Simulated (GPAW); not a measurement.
# Au (Cmcm) in GPAW: a series of runs

Runs on Au. Level: PBEsol. Tasks: single point.

Everything below comes from runs of GPAW 26.7.0. Logs are shortened: lines on timing, memory, paths and dates and some standing lists are left out, and cuts for length are marked. The log counts tension as positive stress, the text compression.

## 1. The crystal as given

Symmetry: Cmcm, No. 63, orthorhombic system. Conventional cell: a = 2.710 Å, b = 4.907 Å, c = 4.697 Å, α = 90.00°, β = 90.00°, γ = 90.00°. Au (site symmetry m2m) is surrounded by 12 Au at 2.71 to 2.85 Å.

This isn't the form of Au at room conditions, which is fcc.

## 2. Single point, PBEsol, 15.62 Å³/atom

File run.py:

```python
from ase import Atoms
from ase.dft.bandgap import bandgap
from ase.io import write
from ase.units import GPa
from gpaw import GPAW, PW, setup_paths

setup_paths.insert(0, '.')

atoms = Atoms(['Au', 'Au'],
              cell=[[1.3548575664, -2.453695704, 0.0],
                    [1.3548575664, 2.453695704, 0.0],
                    [0.0, 0.0, 4.6974428256]],
              scaled_positions=[[0.33467203, 0.66532797, 0.25],
                                [0.66532797, 0.33467203, 0.75]],
              pbc=True)

calc = GPAW(mode=PW(600),
            xc='PBEsol',
            kpts={'size': (11, 11, 6), 'gamma': True},
            occupations={'name': 'fermi-dirac', 'width': 0.05},
            nbands=23,
            convergence={'density': 1e-05, 'energy': 1e-05},
            maxiter=150,
            txt='gpaw.txt')
atoms.calc = calc
energy = atoms.get_potential_energy()
forces = atoms.get_forces()
stress = atoms.get_stress()
calc.write('gs.gpw')
write('result.traj', atoms)
print(f'Energy: {energy:.6f} eV')
print('Forces (eV/A):')
print(forces.round(4))
print('Stress (GPa):', (stress / GPa).round(3))
print('Fermi level:', round(calc.get_fermi_level(), 4), 'eV')
print(f'Gap: {bandgap(calc)[0]:.4f} eV, direct: {bandgap(calc, direct=True)[0]:.4f} eV')
```

Potentials or basis: PAW data sets generated in the run's folder for this functional, pw.

The run is started by

```sh
gpaw-setup -f PBEsol Au
OMP_NUM_THREADS=1 python run.py
```

gpaw.txt:

```text
__  _  _
 | _ |_)|_||  |
 |__||  | ||/\| - 26.7.0

Input parameters:
  mode=PW(ecut=600.0),
  convergence={'density': 1e-05, 'energy': 1e-05},
  kpts=MonkhorstPack(size=(11, 11, 6), gamma=True),
  maxiter=150,
  nbands=23,
  occupations=Occupations(name='fermi-dirac', width=0.05),
  xc=XC(name='PBEsol')

Diagonalizing LCAO Hamiltonian
Converting LCAO to pw mode

       Au

        Au

Atoms  # Å, Bohr magnetons
|   | symbol |        x |         y |        z |    initial magnetic moments |
|---|--------|----------|-----------|----------|-----------------------------|
| 0 |     Au | 1.354858 |  0.811329 | 1.174361 | ( 0.0000,  0.0000,  0.0000) |
| 1 |     Au | 1.354858 | -0.811329 | 3.523082 | ( 0.0000,  0.0000,  0.0000) |

Unit cell  # Å
| periodic |        x |         y |        z |  lengths |     angles |
|----------|----------|-----------|----------|----------|------------|
|      yes | 1.354858 | -2.453696 | 0.000000 | 2.802902 |  90.000000 |
|      yes | 1.354858 |  2.453696 | 0.000000 | 2.802902 |  90.000000 |
|      yes | 0.000000 |  0.000000 | 4.697443 | 4.697443 | 122.187660 |

Number of symmetries: 4
Symmetry operations  # r_c * U_cc + t_c -> r_c
|   | kind |            matrix            |
|---|------|------------------------------|
| 0 |  E   |  1, 0, 0,  0, 1, 0,  0, 0, 1 |
| 1 |  C2  |  0, 1, 0,  1, 0, 0,  0, 0,-1 |
| 2 |  σ   |  0,-1, 0, -1, 0, 0,  0, 0, 1 |
| 3 |  i   | -1, 0, 0,  0,-1, 0,  0, 0,-1 |

BZ-sampling:
  Number of BZ points: 726
  Number of IBZ points: 204

  Monkhorst-Pack size: [11, 11, 6]
  Monkhorst-Pack shift: [0.0, 0.0, 0.08333333333333333]

K-points  # in reciprocal-cell coordinates
|     |                                coordinates |     weight |
|-----|--------------------------------------------|------------|
|   0 | (  0.00000000,   0.00000000,   0.00000000) | 0.00137741 |
|   1 | (  0.00000000,   0.00000000,   0.16666667) | 0.00275482 |
|   2 | (  0.00000000,   0.00000000,   0.33333333) | 0.00275482 |
|   3 | (  0.00000000,   0.00000000,   0.50000000) | 0.00137741 |
|   4 | (  0.09090909,  -0.09090909,  -0.33333333) | 0.00275482 |
|   5 | (  0.09090909,  -0.09090909,  -0.16666667) | 0.00275482 |
|   6 | (  0.09090909,  -0.09090909,   0.00000000) | 0.00275482 |
|   7 | (  0.09090909,  -0.09090909,   0.16666667) | 0.00275482 |
|   8 | (  0.09090909,  -0.09090909,   0.33333333) | 0.00275482 |
|   9 | (  0.09090909,  -0.09090909,   0.50000000) | 0.00275482 |
| ... |                                            |            |
| 203 | (  0.45454545,   0.45454545,   0.50000000) | 0.00275482 |

Plane wave coefficients: 1075
Cutoff: 600.0 eV

Spin-components: 1 (collinear spins)
Bands:           23
Projectors:      12
Spin-degeneracy: 2
Datatype:        complex128

Parallelization:
  kpt:    1
  domain: 1
  band:   1

Density:
  Valence electrons: 22.0
  Components: 1
  Grid points: [16 16 27]
  Charge: 0.0  # |e|

Potential:
  Grid points: [16 16 27]

species:
  Au:
    name:    Gold
    Z:       79.0
    valence: 11
    core:    68
    charge:  0.0  # [|e|]
    compensation charges:
      type: gauss
      rc: 0.42  # [Å]
      lmax: 2
    cutoffs:
      filter: 2.33  # [Å]
      core: 2.81  # [Å]
    projectors
    | kind |    occ | energy [eV] | rcut [Å] |
    |------|--------|-------------|----------|
    |   6s |  1.000 |      -5.766 |    1.323 |
    |   6p |  0.000 |      -0.708 |    1.323 |
    |   5d | 10.000 |      -6.915 |    1.323 |
    |    s |        |      21.446 |    1.323 |
    |    p |        |      26.504 |    1.323 |
    |    d |        |      20.296 |    1.323 |

    Using partial waves for Au as LCAO basis

Reference energy: -1032911.311445  # eV

eigensolver:
[... 26 lines left out ...]
convergence criteria:
- Maximum integral of absolute [dens]ity change: 1e-05 electrons / valence electron
- Maximum [total energy] change in last 3 cyles: 1e-05 eV / valence electron
- Maximum integral of absolute [eigenst]ate change: 4e-08 eV^2 / valence electron
maximum number of iterations: 150

SCF iterations
|iter     | |      energy | eigst |  dens |
|---------|-|-------------|-------|-------|
|iter:   1| |   -8.069634 | -0.23 |       |
|iter:   2| |   -7.941488 | -2.65 | -1.08 |
|iter:   3| |   -7.419248 | -1.99 | -1.12 |
|iter:   4| |   -7.411609 | -4.05 | -2.06 |
|iter:   5| |   -7.408987 | -4.05 | -2.38 |
|iter:   6| |   -7.408982 | -6.97 | -3.76 |
|iter:   7| |   -7.408981c| -7.36 | -4.07 |
|iter:   8| |   -7.408981c| -8.02c| -4.85 |
|iter:   9| |   -7.408981c| -8.65c| -5.27c|

Converged in 9 steps
Energy contributions relative to reference atoms: (reference = -1032911.311445)

Energy contributions:
  Kinetic:           1.424907
  Coulomb:          -1.539056
  Zero:              0.334951
  External:          0.000000
  Xc:               -7.626423
  Entropy:          -0.006722
  Spinorbit:         0.000000
  ----------------------------
  Free energy:      -7.412342
  Extrapolated:     -7.408981

dipole moment: (-0.000015, -0.000000, -0.000026)  # |e|*Ang

Fermi level: 11.311
Eigenvalues  # (at kpt = [0.000, 0.000, 0.000])
| band index |      eig [eV] | occ [0-2] |
|------------|---------------|-----------|
|          0 |         0.478 |     2.000 |
|        ... |               |           |
|          4 |         6.346 |     2.000 |
|          5 |         6.627 |     2.000 |
|          6 |         6.947 |     2.000 |
|          7 |         7.407 |     2.000 |
|          8 |         7.622 |     2.000 |
|          9 |         9.016 |     2.000 |
[... 8 lines left out ...]
|         18 |        33.941 |     0.000 |
|         19 |        34.358 |     0.000 |
|        ... |               |           |
|         22 |        35.468 |     0.000 |

No gap
No difference between direct/indirect transitions

Forces  # eV/Ang
|       x |        y |        z |
|---------|----------|----------|
| 0.00000 | -0.07260 |  0.00008 |  # Au   0
| 0.00000 |  0.07260 | -0.00008 |  # Au   1

Stress tensor  # eV/Ang^3
|         x |         y |         z |
|-----------|-----------|-----------|
| -0.193129 |  0.000000 |  0.000000 |
|  0.000000 | -0.135308 | -0.000000 |
|  0.000000 | -0.000000 | -0.126971 |

# Writing to gs.gpw (mode='')
```

stdout:

```text
Energy: -7.408981 eV
Forces (eV/A):
[[ 0.     -0.0726  0.0001]
 [ 0.      0.0726 -0.0001]]
Stress (GPa): [-30.943 -21.679 -20.343  -0.      0.      0.   ]
Fermi level: 11.3112 eV
Gap: 0.0000 eV, direct: 0.0000 eV
```

Wall time 75 s (1 thread of Intel Xeon Platinum 8259CL at 2.50GHz (Skylake/Cascade Lake), shared host); peak memory 0.24 GiB.

Results:

- Free energy: -7.4123 eV
- Pressure: 24.3 GPa
- Largest force: 0.073 eV/Å
- Band gap on the k mesh: none (metal or under the smearing width)

Caveat: with this Au data set, volumes or pressures lay over 1.5 % or 2 GPa off other programs in two to four cells of ten; the density grid can change from cell to cell, which puts small steps into energies and stress.

## 3. Single point, PBEsol, 16.61 Å³/atom

Edit run.py of step 2 so:

```diff
@@ -9,5 +9,5 @@
 atoms = Atoms(['Au', 'Au'],
-              cell=[[1.3548575664, -2.453695704, 0.0],
-                    [1.3548575664, 2.453695704, 0.0],
-                    [0.0, 0.0, 4.6974428256]],
+              cell=[[1.3830837657, -2.5048143645, 0.0],
+                    [1.3830837657, 2.5048143645, 0.0],
+                    [0.0, 0.0, 4.7953062178]],
               scaled_positions=[[0.33467203, 0.66532797, 0.25],
```

Potentials or basis: PAW data sets generated in the run's folder for this functional, pw.

The run is started by

```sh
gpaw-setup -f PBEsol Au
OMP_NUM_THREADS=1 python run.py
```

Wall time 1.7 min (1 thread of Intel Xeon Platinum 8259CL at 2.50GHz (Skylake/Cascade Lake), shared host); peak memory 0.25 GiB.

It converged, with:

```yaml
Free_energy: -7.6097 eV
Pressure: 8.3 GPa
Largest_force: 0.050 eV/Å
Band_gap_on_the_k_mesh: none (metal or under the smearing width)
```

Caveat: with this Au data set, volumes or pressures lay over 1.5 % or 2 GPa off other programs in two to four cells of ten; the density grid can change from cell to cell, which puts small steps into energies and stress.
